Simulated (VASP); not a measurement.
# ScAl3: relaxation of the atoms with PBE

Crystal: ScAl3.

```
Sc Al
1.0
     4.07312    0.00000    0.00000
     0.00000    4.07312    0.00000
     0.00000    0.00000    4.07312
Sc Al
1 3
Direct
  0.00000 0.00000 0.00000
  0.50000 0.00000 0.50000
  0.00000 0.50000 0.50000
  0.50000 0.50000 0.00000
```

The cell is a database's computed one.

The cell isn't the ideal one: a relaxed cell with its volume scaled by 0.98.

| Property | Result |
| --- | --- |
| Program | VASP 6.6.1 |
| Task | relaxation of the atoms |
| Functional | PBE |
| Potentials or basis | VASP PAW PBE potentials, release 64 (Sc_sv, Al) |
| Cutoff | 300 eV |
| k mesh | 5 × 5 × 5 |
| Occupations | methfessel-paxton, width 0.1 eV |
| Spin | no spin polarisation |
| Further INCAR settings | ALGO = Normal; EDIFF = 1e-07; IBRION = 2; EDIFFG = -0.01; NSW = 40 |

| Quantity | Value |
| --- | --- |
| Pressure after relaxing | 1.9 GPa |
| Band gap on the k mesh | none (metal or under the smearing width) |

Final structure:
```
Sc Al
1.0
     4.07312    0.00000    0.00000
     0.00000    4.07312    0.00000
     0.00000    0.00000    4.07312
Sc Al
1 3
Direct
  0.00000 0.00000 0.00000
  0.50000 0.00000 0.50000
  0.00000 0.50000 0.50000
  0.50000 0.50000 0.00000
```

Levels at points of the mesh, in eV from the Fermi level:
| k point | band 7 | band 8 | band 9 | band 10 | band 11 | band 12 | band 13 | band 14 |
| --- | --- | --- | --- | --- | --- | --- | --- | --- |
| (0.00, 0.00, 0.00) | -2.78 | -1.95 | -1.95 | -1.95 | 1.15 | 1.16 | 1.16 | 1.16 |

Wall time 10 s on 1 thread of Intel(R) Xeon(R) Platinum 8259CL CPU @ 2.50GHz (Skylake/Cascade Lake), on a shared host, peak memory 0.13 GiB.

Caveat: the relaxation stopped at its first step, so nothing moved.
